**Why does the band gap of ZnSe shrink when I stretch the crystal, and why by less each time?**

I have a density-functional calculation of zinc-blende ZnSe at seven volumes. The cell is scaled equally along all axes, so the shape and the bonding pattern stay the same.

Single-point calculations with Ansatz 0.2.0 for zinc-blende ZnSe in a four-atom cell, using PBEsol, scalar-relativistic PAW, no spin polarization, a 420 eV plane-wave cutoff, an 8×8×6 k mesh and Gaussian smearing of 0.02 eV. Both gap columns give Kohn–Sham gaps found on the k mesh.

```csv
volume (Å³/atom),shortest distance (Å),band gap (eV),least direct gap (eV)
18.560,2.293,2.025,2.025
19.770,2.342,1.747,1.747
21.031,2.390,1.486,1.486
22.345,2.439,1.239,1.239
23.713,2.488,1.010,1.010
25.135,2.537,0.796,0.796
26.614,2.586,0.598,0.598
```

Atoms that are further apart should have narrower bands, so I would have guessed that the gap opens on stretching. It closes instead. The bond grows by the same 0.05 Å or so from row to row, yet the drop in the gap gets smaller. What sets the sign, and what sets the curvature? And can I trust the last row, where the gap is smallest, or could a band crossing between the k points have been missed there?

**Answer**

A useful number to keep is that 1 % more volume costs this crystal about 0.04 eV of gap near zero pressure. Over the whole table the bond lengthens by 13 % and the gap falls by 1.4 eV, to less than a third of its first value.

The sign comes from the kind of state at each edge of the gap. In zinc-blende ZnSe the lowest conduction state is an antibonding mixture of Zn s and Se s orbitals. The highest valence state is a bonding mixture of p orbitals, mostly those of Se. This assignment is standard chemistry of such semiconductors; the calculation printed no orbital characters.

When two orbitals couple, the bonding level is pushed down and the antibonding level up. A longer bond means less overlap, and both pushes weaken. The conduction edge then comes down relative to the valence edge, and the gap closes. Filled Zn 3d orbitals, which lie deeper, also push the valence edge up a little. That push should fade on stretching too and so hold back the closing somewhat, without reversing it. Your bands may well become narrower at the same time, but the gap depends only on the two edge states, not on the width of either band.

The curvature follows from how the coupling fades with distance. In simple bonding theory it falls roughly as 1/d², where d is the shortest distance in the table, the Zn–Se bond length. Such a function is steep for short bonds and flatter for long ones. An extra 0.05 Å therefore removes more coupling from a compressed crystal than from a stretched one. In the table the drop per step shrinks from 0.28 to 0.20 eV.

The size of the effect can be estimated from atomic levels and general coupling constants. Two levels that lie 2Δ apart and couple with strength V end up at their mean plus or minus √(Δ² + V²). The conduction edge takes the plus sign for the s pair, the valence edge the minus sign for the p pair, so that

gap = constant + √(Δₛ² + Vₛ²) + √(Δₚ² + Vₚ²).

Rough recalled atomic levels give Δₛ ≈ 5.8 eV and Δₚ ≈ 3.1 eV. Coupling strengths, also recalled, are about Vₛ ≈ 43/d² and Vₚ ≈ 16/d², in eV with d in Å.

For the shortest bond, 2.29 Å, the couplings are about 8.1 and 3.1 eV, and the two roots are 10 and 4.3 eV. For the longest, 2.59 Å, the couplings are 6.4 and 2.4 eV, and the roots are 8.6 and 3.9 eV. The gap should thus fall by (10 + 4.3) − (8.6 + 3.9) = 1.8 eV. The calculation gives 1.4 eV, and the estimate used only the bond lengths from the table, none of its gaps.

A second recalled set of levels and couplings gives 1.2 eV, so the two estimates lie on either side of the calculated fall. With both sets the s pair supplies the larger part of it. The gap itself comes out badly: 5.6 to 5.9 eV at zero pressure, where the calculation has 1.2 eV. The constant cancels in a change, which helps, but after so large a miss the formula should be trusted only for the direction and rough size of the fall.

The table also allows a simpler test of the curvature. A straight line in 1/d², fitted to all seven rows, typically misses the gap by 0.003 eV. A straight line in the logarithm of the volume, also with two constants, misses by 0.02 eV. So the gap follows an inverse power of the distance better than a logarithm. The test doesn't single out the square: the small misses that remain are systematic, and a somewhat steeper power would do at least as well. The two-level formula leads one to expect this, since the push on a level fades faster than the coupling itself. Still, the test doesn't prove the bonding picture, because the kinetic energy of nearly free electrons scales as 1/d² too.

That line also gives a way to describe how a modest strain can change the gap by such a large factor. If the gap were simply proportional to 1/d², it would change by a factor of 1.3 over the series; in fact it changes by 3.4. The fitted line is a large term in 1/d² minus a constant of 4.7 eV, so the gap is a small remainder, and a moderate change of the large term takes away much of it. The constant is a property of the fit in this range, not the gap of separated atoms, and another power of d would give another constant.

If you control pressure rather than volume, the picture changes in one important way. Near zero pressure the gap rises by about 60 meV per GPa of compression. From the most compressed step to the most stretched one, this figure grows from 35 to 111 meV/GPa, although the response to a given relative change of volume becomes about a fifth weaker. The reason is stiffness: the bulk modulus from the calculated pressures drops from 125 to 31 GPa, so the same pressure change moves the atoms much further. A single pressure coefficient is therefore safe only over a narrow range. The printed output after this answer lists these values step by step.

As for the last row, I see no sign of a metal. Its gap of 0.60 eV is far larger than the 0.02 eV smearing, and it continues the smooth sequence of the other rows. The run itself gave no warning. That a crossing between the sampled k points may be missed is a general caution from the data makers' tests on other systems. It is still worth keeping in mind, because the bands were checked only at a limited set of k points, which can also miss the edges of the zone. In this run both band edges lie at the zone centre of the four-atom cell, which the mesh contains. An outer point of the two-atom cell's zone, called X, folds onto the same place. A conduction edge from X would be expected to respond only weakly to stretching, though, so the steady fall of the gap points to the true centre, where zinc-blende ZnSe is known to have both edges.

Both ends of the table deserve more caution if you have a real sample in mind. The last row needs a uniform pull of nearly 8 GPa, which a real crystal is unlikely to survive. The first row corresponds to about 18 GPa, whereas real ZnSe changes to the rocksalt structure at roughly 13 GPa (a recalled value). The row is a sound point on the curve for zinc blende, but not a state to expect in a press.

The gaps themselves are probably too small throughout. At zero pressure the calculation gives 1.2 eV, while experiment finds roughly 2.7 eV. This is the usual failing of such functionals; the missing spin-orbit coupling would lower the gap a little further. Use the table for how the gap responds to uniform strain, not for the colour of the light that the crystal absorbs. How far the response itself would shift with a better method can't be judged here, since the table has only one level of theory.

Printed output of the fit:

```
fit of band_gap on 7 rows: constant 13.57 +/- 0.23, coefficient of lnv -3.963 +/- 0.072; rms 0.0195, worst 26.614 -0.0288, leave-one-out rms 0.0317
fit of band_gap on 7 rows: constant -4.671 +/- 0.018, coefficient of inv2 35.19 +/- 0.1; rms 0.00318, worst 26.614 -0.0056, leave-one-out rms 0.00501
Steps from the row before, and misses of the two lines:
     row  gap step eV  gap step per ln V eV  bulk modulus GPa  gap per pressure meV/GPa  miss ln V line eV  miss 1/d2 line eV
   18.56          n/a                   n/a               n/a                       n/a            -0.0274          -0.002898
   19.77       -0.278                -4.402               125                     35.21          0.0003153          -0.000874
  21.031       -0.261                -4.221             97.18                     43.43            0.01628          0.0009665
  22.345       -0.247                -4.076             74.83                     54.47             0.0231           0.004108
  23.713       -0.229                -3.854             56.93                     67.69            0.01662           0.003393
  25.135       -0.214                -3.675             42.64                     86.19         -0.0001698          0.0009097
  26.614       -0.198                -3.463             31.15                     111.2           -0.02876          -0.005605
Fall of the gap over the whole series, eV: 1.427
Largest gap over smallest gap: 3.386
Same ratio if the gap were proportional to 1/d2: 1.272
Lengthening of the bond over the series, percent: 12.77
Deformation potential around zero pressure, eV: -3.966
Bulk modulus around zero pressure, GPa: 65.97
Gap change with pressure around zero pressure, meV/GPa: 60.12
Two-level formula, set A: fall of the gap over the series, eV: 1.79
Two-level formula, set B: fall of the gap over the series, eV: 1.233
Set A: gap at zero pressure, eV: 5.557
Set B: gap at zero pressure, eV: 5.873
Set A: share of the s coupling in the fall, percent: 75.51
Set B: share of the s coupling in the fall, percent: 87.04
```
